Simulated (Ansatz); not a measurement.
**Ionic part of the dielectric constant of HfS$_{2}$, mode by mode**

The calculation used DFT PBE+D3(BJ), scalar-relativistic, plane waves, PAW (Ansatz 0.2.0). Cutoff 420 eV, 12×12×6 k-points (Γ-centred), fixed occupations. No spin polarisation. Phonons by linear response, acoustic sum rule imposed.

It takes space group P-3m1 (No. 164, trigonal). Conventional cell: a = 3.606 Å, b = 3.606 Å, c = 5.769 Å, α = 90.00°, β = 90.00°, γ = 120.00°. Hf (site symmetry -3m) is surrounded by 6 S at 2.54 Å. S (site symmetry 3m) has 3 Hf at 2.54 Å as nearest neighbours.

Spin–orbit coupling is left out, which matters for heavy elements.

The primitive cell has V = 64.95 Å³ and ε∞,yy = 10.662. Each polar mode adds Δε = (4.92064×10⁷/V)·S/ν² along y, with S its oscillator strength in e²/amu, ν in cm⁻¹ and V in Å³.

**Question.** From these modes, find each Δε and ε0,yy.
```json
{"ν (cm⁻¹)": "151.2", "S_yy (e²/amu)": "0.95"}
```

**Answer.**
```json
{"ν (cm⁻¹)": "151.2", "Δε": "31.48"}
```

The sum is 31.481, so ε0,yy = 42.14; the run's tensor has 42.14.

**Question.** Where do the longitudinal modes lie for a wave vector along y?

**Answer.** At 301 cm⁻¹. The Lyddane–Sachs–Teller product Π(ν_LO/ν_TO)² = 3.95 matches ε0/ε∞ = 3.95.

Cost: 1 run of about 2.7 core-minutes, on AMD EPYC 9R45 (Zen 5) (shared hosts).

The lattice contributes 31.48 to the in-plane static constant of 42.14, well above the electronic 10.662, and all of it comes from one polar mode at 151.2 cm⁻¹, in which Hf moves against the S sublattice. Such a strong response in a fairly covalent sulfide suggests Born charges well above the static ionic charges: the displacement modulates the mixing of S 3p with empty Hf 5d states and drives charge along the bonds. The low frequency amplifies the effect, since Δε scales with its inverse square. The same dipole activity produces the wide gap between the transverse mode and the longitudinal one at 301 cm⁻¹.

The electronic part is probably too large, as a semilocal functional underestimates the band gap and so makes the electrons too polarisable. With only one polar mode in this direction, the Lyddane–Sachs–Teller agreement confirms internal consistency, not the accuracy of the constants. Trigonal symmetry extends the result to every in-plane direction, but not to the response across the layers.
